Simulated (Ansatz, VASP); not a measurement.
## As: VASP beside Ansatz

Wanted: the spread between two codes on one cell, functional and k mesh. The cell is taken from a series of runs on this material, whose earlier steps may have relaxed, scaled, displaced or heated it; both programs get it as it stands.

Method: plane waves, with VASP 6.6.1 beside it; single point at HSE06, in Ansatz 0.2.0.

## Step 1: Set-up

The cell holds 4 atoms: 4 As. Its edges and angles: a = 4.611 Å, b = 3.734 Å, c = 28.000 Å, α = 90.0°, β = 90.0°, γ = 90.0°. Vacuum lies along c.

## Step 2: VASP: single point, HSE06

With cell and atoms fixed, the geometry can't cause a difference; cores, projectors, grids and the points listed under the comparison can.

Lines of VASP's logs that name or quote its potential files are left out, and so is its time.

The run reads the wave functions of an earlier VASP run, which isn't shown here.

File INCAR:

```
SYSTEM = As
PREC = Accurate
ENCUT = 400
EDIFF = 1E-06
NELM = 100
ISMEAR = 0
SIGMA = 0.01
LREAL = .FALSE.
ALGO = Normal
LHFCALC = .TRUE.
AEXX = 0.25
GGA = PE
HFSCREEN = 0.208
LASPH = .TRUE.
NBANDS = 16
PRECFOCK = Fast
LORBIT = 11
LWAVE = .FALSE.
LCHARG = .FALSE.
KPAR = 2
NCORE = 4
ISIF = 2
LDIPOL = .TRUE.
IDIPOL = 3
DIPOL = 0.5 0.5 0.5
LVHAR = .TRUE.
```

File POSCAR:

```
As
1.0
    4.6113238274      0.0000000000      0.0000000000
    0.0000000000      3.7340351249      0.0000000000
    0.0000000000      0.0000000000     28.0000000000
As
4
Direct
    0.0665644264      0.0000000000      0.5429084985
    0.4334355736      0.5000000000      0.5429084985
    0.5665644264      0.5000000000      0.4570915015
    0.9334355736      0.0000000000      0.4570915015
```

File KPOINTS:

```
Automatic mesh
0
Gamma
4 4 1
0 0 0
```

The projector-augmented-wave data sets are As (PBE family, release 64).

Run with:

```bash
$ mpirun -np 8 vasp_std
```

Numbers of over 12 decimals in the logs are rounded to 6 here.

Log:

```text
[banner, memory and clock lines left out]
running    8 mpi-ranks, on    1 nodes
 distrk:  each k-point on    4 cores,    2 groups
 distr:  one band on    4 cores,    1 groups

 POSCAR found type information on POSCAR As
 POSCAR found :  1 types and       4 ions
 LDA part: xc-table for (Slater+PW92), standard interpolation
 found WAVECAR, reading the header
 POSCAR, INCAR and KPOINTS ok, starting setup
 FFT: planning ... GRIDC
 FFT: planning ... GRID_SOFT
 FFT: planning ... GRID
 reading WAVECAR
 the WAVECAR file was read successfully
 initial charge from wavefunction
 entering main loop
       N       E                     dE             d eps       ncg     rms          rms(c)
DAV:   1    -0.222746533084E+02   -0.22275E+02   -0.12378E+00   320   0.771E+00    0.338E+00
DAV:   2    -0.222832458075E+02   -0.85925E-02   -0.39387E-02   336   0.977E-01    0.223E+00
DAV:   3    -0.222799112476E+02    0.33346E-02   -0.32267E-03   368   0.303E-01    0.130E+00
DAV:   4    -0.222787828218E+02    0.11284E-02   -0.10849E-03   360   0.178E-01    0.724E-01
DAV:   5    -0.222784725096E+02    0.31031E-03   -0.31133E-04   360   0.955E-02    0.399E-01
DAV:   6    -0.222783862439E+02    0.86266E-04   -0.67109E-05   352   0.459E-02    0.223E-01
DAV:   7    -0.222783637139E+02    0.22530E-04   -0.16658E-05   344   0.236E-02    0.125E-01
DAV:   8    -0.222783599181E+02    0.37958E-05   -0.52966E-06   368   0.137E-02    0.692E-02
DAV:   9    -0.222783611774E+02   -0.12592E-05   -0.17057E-06   280   0.806E-03    0.386E-02
DAV:  10    -0.222783632142E+02   -0.20369E-05   -0.69790E-07   296   0.544E-03    0.214E-02
DAV:  11    -0.222783649389E+02   -0.17246E-05   -0.26600E-07   256   0.339E-03    0.120E-02
DAV:  12    -0.222783662127E+02   -0.12739E-05   -0.15030E-07   288   0.256E-03    0.645E-03
DAV:  13    -0.222783670999E+02   -0.88716E-06   -0.70175E-08   248   0.175E-03
   1 F= -.22278367E+02 E0= -.22278367E+02  d E =-.307308E-12
```

OUTCAR, selected parts (step 2):

```text
ion  position               nearest neighbor table
   1  0.067  0.000  0.543-   4 2.48   2 2.52   2 2.52
   2  0.433  0.500  0.543-   3 2.48   1 2.52   1 2.52
   3  0.567  0.500  0.457-   2 2.48   4 2.52   4 2.52
   4  0.933  0.000  0.457-   1 2.48   3 2.52   3 2.52

  LATTYP: Found a simple orthorhombic cell.
 ALAT       =     3.7340351249
 B/A-ratio  =     1.2349438806
 C/A-ratio  =     7.4985904158

 Subroutine GETGRP returns: Found  8 space group operations
 (whereof  4 operations were pure point group operations)

The static configuration has the point symmetry C_2h.
 The point group associated with its full space group is D_2h.

 Found      9 irreducible k-points:

   k-points           NKPTS =      9   k-points in BZ     NKDIM =     16   number of bands    NBANDS=     16

   dimension x,y,z NGX =    30 NGY =   24 NGZ =  192
   dimension x,y,z NGXF=    60 NGYF=   48 NGZF=  384

   ENCUT  =  400.0 eV  29.40 Ry    5.42 a.u.   7.52  6.09 45.66*2*pi/ulx,y,z

   NELECT =      20.0000    total number of electrons

 k-points in reciprocal lattice and weights: Automatic mesh
   0.00000000  0.00000000  0.00000000       0.062
   0.25000000  0.00000000  0.00000000       0.125
   0.50000000  0.00000000  0.00000000       0.062
   0.00000000  0.25000000  0.00000000       0.125
   0.25000000  0.25000000  0.00000000       0.250
   0.50000000  0.25000000  0.00000000       0.125
   0.00000000  0.50000000  0.00000000       0.062
   0.25000000  0.50000000  0.00000000       0.125
   0.50000000  0.50000000  0.00000000       0.062

  exchange ACFDT corr.  =         0.00000000  see jH, gK, PRB 81, 115126

 dipolmoment           0.000000      0.000000      0.000000 electrons x Angstroem

 average (electrostatic) potential at core
       1 -54.0967       2 -54.0967       3 -54.0967       4 -54.0967

 E-fermi :  -3.3260

 k-point     1 :       0.0000    0.0000    0.0000
  band No.  band energies     occupation
    ...
      6      -7.3737      2.00000
      7      -6.4452      2.00000
      8      -4.9891      2.00000
      9      -4.6596      2.00000
     10      -3.3717      2.00000
     11      -1.8906      0.00000
     12      -0.6384      0.00000
     13      -0.0776      0.00000
     14       0.7078      0.00000
     15       1.3857      0.00000
    ...

 k-point     2 :       0.2500    0.0000    0.0000
  band No.  band energies     occupation
    ...
      6      -6.1907      2.00000
      7      -6.1057      2.00000
      8      -4.7275      2.00000
      9      -4.5613      2.00000
     10      -3.7273      2.00000
     11      -1.2446      0.00000
     12      -1.1206      0.00000
     13      -0.3064      0.00000
     14       0.0687      0.00000
     15       1.6592      0.00000
    ...

 k-point     3 :       0.5000    0.0000    0.0000
  band No.  band energies     occupation
    ...
      6      -6.2339      2.00000
      7      -5.2968      2.00000
      8      -5.2968      2.00000
      9      -3.8935      2.00000
     10      -3.8935      2.00000
     11      -1.3092      0.00000
     12      -1.3092      0.00000
     13       0.1563      0.00000
     14       0.1563      0.00000
     15       0.3786      0.00000
    ...

  Total       -1.8171230     -1.4569512     -1.5042522      0.0000000      0.0000000      0.0000000
  in kB       -6.0385525     -4.8416516     -4.9988393      0.0000000      0.0000000      0.0000000
  external PRESSURE =      -5.2930145 kB  Pullay stress =       0.0000000 kB

  energy-cutoff  :      400.00
  volume of cell :      482.13
      direct lattice vectors                 reciprocal lattice vectors
     4.611323827  0.000000000  0.000000000     0.216857466  0.000000000  0.000000000
     0.000000000  3.734035125  0.000000000     0.000000000  0.267806801  0.000000000
     0.000000000  0.000000000 28.000000000     0.000000000  0.000000000  0.035714286

 POSITION                                       TOTAL-FORCE (eV/Angst)
 -----------------------------------------------------------------------------------
      0.30695      0.00000     15.20144         0.272455      0.000000     -0.309765
      1.99871      1.86702     15.20144        -0.272455     -0.000000     -0.309765
      2.61261      1.86702     12.79856         0.272455      0.000000      0.309765
      4.30437      0.00000     12.79856        -0.272455     -0.000000      0.309765
 -----------------------------------------------------------------------------------
    total drift:                               -0.000000     -0.000000      0.000000

  FREE ENERGIE OF THE ION-ELECTRON SYSTEM (eV)
  ---------------------------------------------------
  free  energy   TOTEN  =       -22.2783670999 eV

  energy  without entropy=      -22.2783670999  energy(sigma->0) =      -22.27836710

 vacuum level on the upper side and lower side of the slab         1.685         1.685

 total charge
# of ion       s       p       d       tot
------------------------------------------
    1        1.310   1.385   0.044   2.739
    2        1.310   1.385   0.044   2.739
    3        1.310   1.385   0.044   2.739
    4        1.310   1.385   0.044   2.739
--------------------------------------------------
tot          5.240   5.540   0.177  10.957

[... 3 further parts left out ...]
```

The gap is read on the k-mesh alone, so it is an upper bound where the band edges lie off the mesh. The k-mesh is coarse for exact exchange; levels may shift by about 0.1 eV on a finer one. The PAW data sets were made with PBE, which is usual practice but a small mismatch for other functionals.

## Step 3: Ansatz: single point, HSE06

Ansatz runs on its PAW soft_1 files.

The same cell, functional and mesh now go to Ansatz, which takes its cutoff from its data sets.

File input.yaml:

```yaml
crystal:
  lattice:
    - [4.6113238274, 0.0, 0.0]
    - [0.0, 3.7340351249, 0.0]
    - [0.0, 0.0, 28.0]
  atoms:
    - { symbol: As, position: [0.0665644264, 0.0, 0.5429084985] }
    - { symbol: As, position: [0.4334355736, 0.5, 0.5429084985] }
    - { symbol: As, position: [0.5665644264, 0.5, 0.4570915015] }
    - { symbol: As, position: [0.9334355736, 0.0, 0.4570915015] }
  periodic: [true, true, false]
kpoints:
  mp_grid: { grid: [4, 4, 1] }
  band_path:
    path:
      - [0.0, 0.0, 0.0]
      - [0.5, 0.0, 0.0]
      - [0.5, 0.5, 0.0]
      - [0.0, 0.5, 0.0]
      - [0.35, 0.0, 0.0]
    npoints: 1
hamiltonian:
  xc: hse06
  pseudopotentials: { kind: paw, azcp: { folder: soft_1 } }
scf:
  occupations: { method: fixed }
  n_extra_bands: 5
output:
  eigenvalues: true
```

Run with:

```bash
$ ansatz run input.yaml --threads 8 --pin off --max-ram 17510MiB --backend cpu --events-out ev --progress --plain --runs-dir out
```

Log:

```text
scf.n_extra_bands = 5 over 30 filled bands (N_el = 60.0): the run solves 35 bands
Engine: ansatz 0.2.0, x86_64-unknown-linux-gnu
Pseudopotentials: kind: paw
Pseudopotential: As, paw, valence charge 15, recommended cutoff 420 eV (normal), soft_1/As.paw.azcp
Functional definition: HSE06
  parameter a = 0.25
  parameter omega = 0.11/bohr
  exchange = pbe_x - a*pbe_x_sr(omega) + a*exact_x_sr(omega)
  correlation = pbe_c
davidson cushion auto → on  (no smearing: the cushion is to keep the highest requested band from converging to the state above it; pin scf.eigensolver.cushion to override)
Crystal: 4 atoms, lattice volume = 482.128 Å³
Basis set: ecut = 420 eV, 9431 PW (Γ)
Bands: 35, of which v1, the nominal top of the filled ones, is band 30 counted from 1 (29 counted from 0)
Symmetry: 8 space group operations
Space group: Pmna (ITA 53), of the structure as read, at distance tolerance 7.8e-5 Å
k-points: 9 of 16
Non-local potential: As, projectors of the file, l = 0: 2, l = 1: 2, l = 2: 3, l = 3: 1
PAW form: soft (Blöchl's): semilocal exchange-correlation on the pseudo side does not see the compensation charge
PAW frozen core: As, regenerated for the run's functional, and the local potential with it (the file was generated under x = pbe(κ = 0.804, μ = 0.219515), c = pbe(β = 0.066725))
PAW one-centre angular grid: As, 590 points (default); XC on 64 Gauss nodes
Initial density: superposition of atomic densities (neutral atoms: chi_scale 0, normalization atom)
Initial wavefunctions: pseudopotential atomic-orbital guess
Functional: x = pbe(κ = 0.804, μ = 0.219515), c = pbe(β = 0.066725), warm-up for x = pbe(κ = 0.804, μ = 0.219515) + 0.25 (exact − pbe) at short range (hse, ω = 0.207870 Å⁻¹), c = pbe(β = 0.066725); HSE06 as pw.x's `hse` composes it (authors' and Libxc's form: `xc: wpbeh`)
iter 1 solved again at ethr=7.40e-4 eV; its pass at ethr=1.00e-1 eV (dr2=4.44e-1 eV) is discarded
SCF iter   1: F=—  HF=-19424.497709 eV  |F-HF|=—  |Δ(HF+E_count)|=         —  Δρ=1.19e-2  dr2=5.38e-1  ethr=7.40e-4  ⟨swp⟩=6.3  Hψ=1914  notcnv=0
preconditioner: auto → none  [insulator: Δε(μ)=1.042 eV  Ē_g=8.599 eV  n_scr=60 (ndim 8)  ℏωp=7.6 eV  f_vac=0.760]
SCF iter   2: F=—  HF=-19424.428698 eV  |F-HF|=—  |Δ(HF+E_count)|=   6.90e-2  Δρ=5.72e-3  dr2=1.06e-1  ethr=7.40e-4  ⟨swp⟩=3.3  Hψ=733  notcnv=0  defer=1
SCF iter   3: F=—  HF=-19424.430278 eV  |F-HF|=—  |Δ(HF+E_count)|=   1.58e-3  Δρ=1.30e-3  dr2=3.06e-2  ethr=1.77e-4  ⟨swp⟩=4.1  Hψ=828  notcnv=0  defer=1
iter 4 solved again at ethr=1.02e-6 eV; its pass at ethr=5.11e-5 eV (dr2=6.13e-4 eV) is discarded
SCF iter   4: F=—  HF=-19424.422206 eV  |F-HF|=—  |Δ(HF+E_count)|=   8.07e-3  Δρ=6.00e-4  dr2=7.95e-4  ethr=1.02e-6  ⟨swp⟩=4.4  Hψ=1981  notcnv=0  defer=2
eigensolver tolerance schedule calibrated: the retry pair's looser diagonalisation under-reported the residual by θ = 0.23 (0.13/decade); ethr = c·dr2/N_el runs at the constant in force after the calibration composes with the one it found (an armed cap, an earlier calibration), c = 5.5e-2
SCF iter   5: F=—  HF=-19424.422227 eV  |F-HF|=—  |Δ(HF+E_count)|=   2.14e-5  Δρ=1.99e-4  dr2=2.08e-4  ethr=7.31e-7  ⟨swp⟩=4.1  Hψ=1029  notcnv=0  defer=1
SCF iter   6: F=-19424.422087 eV  HF=-19424.422099 eV  |F-HF|=1.11e-5  |Δ(HF+E_count)|=   1.29e-4  Δρ=6.65e-5  dr2=1.82e-5  ethr=1.91e-7  ⟨swp⟩=3.3  Hψ=1009  notcnv=0
SCF 1 stopped early in 6 iterations: F = -19424.422087 eV  dr2 = 1.82e-5
  greatest PAW one-centre occupation: 0.999 electrons in one spin orbital (limit 2), on the As atom at site 2 (counted from 0), in its partial waves of l = 2
Initial density: handed on by an earlier stage of this run
Initial wavefunctions: those handed on with the density
Functional: x = pbe(κ = 0.804, μ = 0.219515) + 0.25 (exact − pbe) at short range (hse, ω = 0.207870 Å⁻¹), c = pbe(β = 0.066725); HSE06 as pw.x's `hse` composes it (authors' and Libxc's form: `xc: wpbeh`)
Exchange kernel: α = 0.2500, screened, ω = 0.2079 Å⁻¹, Wigner–Seitz truncation, v(0) = 1039.0396 eV·Å³, q-mesh 4×4×1, nearest image of the exchange supercell L = 14.94 Å, pair-density grid 24×18×120, without the augmentation charges, whose exchange is taken in its separable form by FFT convolution over the k-point mesh (sized by the pseudopotential files, 32×25×192 at the most), smooth part of the exact exchange by density-matrix convolution
Frozen-core exchange: fock
SCF iter   1: F=—  HF=-19428.848590 eV  |F-HF|=—  |Δ(HF+E_count)|=         —  Δρ=2.63e-3  dr2=1.46e-2  ethr=3.03e-7  ⟨swp⟩=10.7  Hψ=1830  notcnv=0
preconditioner: auto → none  [insulator: Δε(μ)=1.444 eV  Ē_g=9.752 eV  n_scr=60 (ndim 8)  ℏωp=7.6 eV  f_vac=0.770]
SCF iter   2: F=—  HF=-19428.822332 eV  |F-HF|=—  |Δ(HF+E_count)|=   2.63e-2  Δρ=9.40e-4  dr2=3.37e-3  ethr=3.03e-7  ⟨swp⟩=5.0  Hψ=1349  notcnv=0
SCF iter   3: F=—  HF=-19428.821729 eV  |F-HF|=—  |Δ(HF+E_count)|=   6.03e-4  Δρ=3.39e-4  dr2=1.95e-3  ethr=3.03e-7  ⟨swp⟩=4.0  Hψ=1035  notcnv=0
SCF iter   4: F=—  HF=-19428.838314 eV  |F-HF|=—  |Δ(HF+E_count)|=   1.66e-2  Δρ=3.43e-4  dr2=3.35e-4  ethr=2.59e-7  ⟨swp⟩=5.2  Hψ=1339  notcnv=0
SCF iter   5: F=—  HF=-19428.838132 eV  |F-HF|=—  |Δ(HF+E_count)|=   1.82e-4  Δρ=3.69e-5  dr2=5.15e-5  ethr=2.59e-7  ⟨swp⟩=3.1  Hψ=1002  notcnv=0
SCF iter   6: F=-19428.838454 eV  HF=-19428.838461 eV  |F-HF|=6.44e-6  |Δ(HF+E_count)|=   3.28e-4  Δρ=5.57e-5  dr2=1.24e-5  ethr=3.98e-9  ⟨swp⟩=6.1  Hψ=1389  notcnv=0  defer=1
SCF 2 stopped early in 6 iterations: F = -19428.838454 eV  dr2 = 1.24e-5
hybrid outer 1: dexx = +2.039e-2 eV, tail = 2.31e-4 eV
Exchange kernel: α = 0.2500, screened, ω = 0.2079 Å⁻¹, Wigner–Seitz truncation, v(0) = 1039.0396 eV·Å³, q-mesh 4×4×1, nearest image of the exchange supercell L = 14.94 Å, pair-density grid 24×18×120, without the augmentation charges, whose exchange is taken in its separable form by FFT convolution over the k-point mesh (sized by the pseudopotential files, 32×25×192 at the most), smooth part of the exact exchange by density-matrix convolution
Frozen-core exchange: fock
SCF iter   1: F=—  HF=-19428.839531 eV  |F-HF|=—  |Δ(HF+E_count)|=         —  Δρ=3.70e-5  dr2=3.39e-6  ethr=1.92e-6  ⟨swp⟩=2.2  Hψ=695  notcnv=0
preconditioner: auto → none  [insulator: Δε(μ)=1.478 eV  Ē_g=9.772 eV  n_scr=60 (ndim 8)  ℏωp=7.6 eV  f_vac=0.771]
SCF iter   2: F=—  HF=-19428.839535 eV  |F-HF|=—  |Δ(HF+E_count)|=   4.50e-6  Δρ=1.15e-5  dr2=7.90e-7  ethr=5.05e-9  ⟨swp⟩=4.6  Hψ=1327  notcnv=0  defer=1
iter 3 solved again at ethr=7.13e-11 eV; its pass at ethr=7.16e-10 eV (dr2=4.28e-8 eV) is discarded
SCF iter   3: F=—  HF=-19428.839535 eV  |F-HF|=—  |Δ(HF+E_count)|=   3.89e-7  Δρ=3.58e-6  dr2=4.08e-7  ethr=7.13e-11  ⟨swp⟩=2.6  Hψ=1726  notcnv=0  defer=2
SCF iter   4: F=-19428.839537 eV  HF=-19428.839537 eV  |F-HF|=2.77e-8  |Δ(HF+E_count)|=   2.00e-6  Δρ=3.96e-6  dr2=8.75e-8  ethr=7.13e-11  ⟨swp⟩=6.2  Hψ=1359  notcnv=0  defer=3
SCF 3 converged in 4 iterations: F = -19428.839537 eV  dr2 = 8.75e-8
  greatest PAW one-centre occupation: 0.999 electrons in one spin orbital (limit 2), on the As atom at site 3 (counted from 0), in its partial waves of l = 2
hybrid outer 2: dexx = +2.738e-6 eV, tail = 2.80e-7 eV, Δε = 3.58e-3 eV (about 2.42e-4 eV left of the loop's levels)
NSCF: frozen V_eff on 5 k-points
hybrid SCF converged: 2 outer / 10 inner (+6 warm-up), last move |dexx| = 2.74e-6 eV, tail = 2.80e-7 eV
Stability not checked: this state was not tested for a lower state beside it, because the functional holds exact exchange (a hybrid, or Hartree-Fock), whose exchange loop this test does not read (fock_operator; see scf.lower_state_search)
Free energy (F): -19428.839537 eV
Frozen-core exchange: fock
Harris-Foulkes:  -19428.839537 eV  (|F-HF|=2.77e-8)
Internal energy: -19428.839537 eV  (E = F + TS)
E sigma→0 (E₀):  -19428.839537 eV
Fermi energy:    -5.044232 eV
--- Per-component energies (eV) ---
  E_band       = -1990.663578
  E_kinetic    = 380.977301
  E_local      = -112709.504807  (includes V_loc(G=0)·N_el)
  E_nonlocal   = -1578.382709
  E_hartree    = 56413.507085
  E_xc         = -226.262288
  E_vxc        = -234.486736  (∫ρ·V_xc dr)
  E_exx        = -243.844259  (= α·E_x^exact, valence–valence)
  E_paw        = -7859.823773  (= ΣΔE_a)
  E_vpaw       = -188.613661  (= ΣTr[D̂ρ^β])
  E_aug_tail   = -0.000022  (compensation charges beyond the density's cutoff)
  E_ewald      = 46397.534882
  E_core_change = -3.040946  (= ΣΔE_core)
  E_smearing   = -0.000000  (= −TS)
  E_closure    = -0.000000  (closes the sum)
  Σ components = -19428.839537   (vs F -19428.839537, Δ=0.00e0)
--- Band table (eV; the first three rows and the last of 9) ---
  k-point 0: bands = [... 26 lower, -8.1113, -6.6727, -6.3202, -5.0442, -3.5663, -2.2974, -1.7210, -0.9454, ... 1 higher]
  k-point 1: bands = [... 26 lower, -8.4691, -7.1991, -6.4538, -5.6436, -3.0764, -2.9732, -1.5785, -1.0185, ... 1 higher]
  k-point 2: bands = [... 26 lower, -7.3553, -7.3553, -6.9215, -6.9215, -3.0917, -3.0917, -2.6530, -2.6530, ... 1 higher]
  k-point 8: bands = [... 26 lower, -9.1725, -9.1725, -6.5817, -6.5817, -1.6002, -1.6002, 0.4676, 0.4676, ... 1 higher]
  the weakly bound empty levels are not read free of the cell's end (exact_exchange)
```

## Step 4: Differences

Known differences besides the potentials themselves: exact exchange at q = 0 is treated differently, which shows on coarse meshes; VASP keeps PBE cores, Ansatz makes them for the functional; fixed occupations in Ansatz, narrow Gaussian smearing in VASP; Ansatz cuts the interaction across the vacuum, VASP repeats the sheet with a dipole correction; the data sets hold 60 valence electrons in Ansatz (on its PAW soft_1 files) and 20 in VASP; the cutoff is 420 eV in Ansatz and 400 eV in VASP; VASP takes a coarser grid for exact exchange (PRECFOCK = Fast). Total energies have different zeros and are not compared.

Both answers:

| quantity | Ansatz | VASP | difference |
| --- | --- | --- | --- |
| gap on the k mesh (eV) | 1.478 | 1.481 | -0.003 |

A gap on the mesh is an upper bound, since the band edges may lie between its points. With vacuum in the cell, a pressure given here is an average over mostly empty space and none of the material.

## Step 5: Results

```json
{
  "difference in gap on the k mesh (single point, HSE06)": "-0.0032 eV"
}
```

What this shows: The difference in gap on the k mesh is -0.0032 eV (single point, HSE06), within the 0.08 eV picked in this series as the mark of a large difference. The data sets hold unlike numbers of valence electrons (60 in Ansatz and 20 in VASP), so part of the differences comes from the potentials. Such differences can come from data sets, numerical settings and the points named under the comparisons, not from the functional's error against experiment.

[Lines on the potential files, build, host, timing and source positions are cut from VASP's logs without a mark.]

[Logs are printed without paths, hosts, clocks, repeated set-up lines and the standing remarks that a program may print on its own settings, such as how far it seeks lower states.]

[Hosts, paths, dates, database ids (printed as entryN), source tags and the programs' standing remarks are cut or masked in the printed files.]
